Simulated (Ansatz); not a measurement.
## CoO: a sublattice moved along a line

These are results of Ansatz, DFT PBEsol, scalar-relativistic, plane waves, PAW, not measurements. The runs took a 420 eV cutoff, a Γ-centred 22×22×22 mesh and Gaussian smearing (0.15 eV). Collinear spins, started from moments 2.7, 0.4 μB in atom order; the magnetic state may not be the lowest. Energies are free energies at this smearing, counted from the undisturbed cell; pressure is positive in compression.

The starting cell (as given, not relaxed at this level; it stands at -9.2 GPa):

```yaml
crystal:
  lattice:
    - [-1.50800, 1.50800, 2.10725]
    - [1.50800, -1.50800, 2.10725]
    - [1.50800, 1.50800, -2.10725]
  atoms:
    - { symbol: Co, position: [0.00000, 0.00000, 0.00000] }
    - { symbol: O, position: [0.50000, 0.50000, 0.00000] }
```

Every O atom is moved by x along the Cartesian unit vector (0.000, 1.000, 0.000); the cell and all other atoms stay fixed. The cell is metallic on the mesh throughout. At -9 GPa the given cell is far from its own equilibrium, so these figures belong to a strongly strained crystal.

| x (Å) | ΔE (meV/cell) |
| --- | --- |
| -0.5000 | 264.6 |
| -0.2500 | 20.6 |
| 0.0000 | 0.0 |
| 0.3750 | 96.2 |